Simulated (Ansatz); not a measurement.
System: rock-salt NaBr. Method: PBE in Ansatz (PAW).

Settings: plane-wave cutoff 520 eV, 10×10×10 k mesh, Fermi–Dirac smearing 0.01 eV, scalar-relativistic PAW data made under PBE.

On both sides of the equilibrium volume: at 26.941 Å³/atom the pressure is 0.41 GPa and the direct gap at Γ 4.123 eV; at 28.040 Å³/atom they are -0.37 GPa and 4.011 eV. The fitted bulk modulus is 19.4 GPa.

Problem. Work out the volume deformation potential of this gap and its pressure coefficient, in two ways.

Solution. a_V = dE_g/d ln V = (4.011 − 4.123)/ln(28.040/26.941) = -2.80 eV. Since dP = −B d ln V, dE_g/dP = −a_V/B = 144 meV/GPa. Straight from the pressures: (4.123 − 4.011)/(0.41 − (-0.37)) = 144 meV/GPa. At this level and over this range the gap at Γ widens under pressure.

Spin–orbit coupling is not included.

Ansatz is a first-principles code.
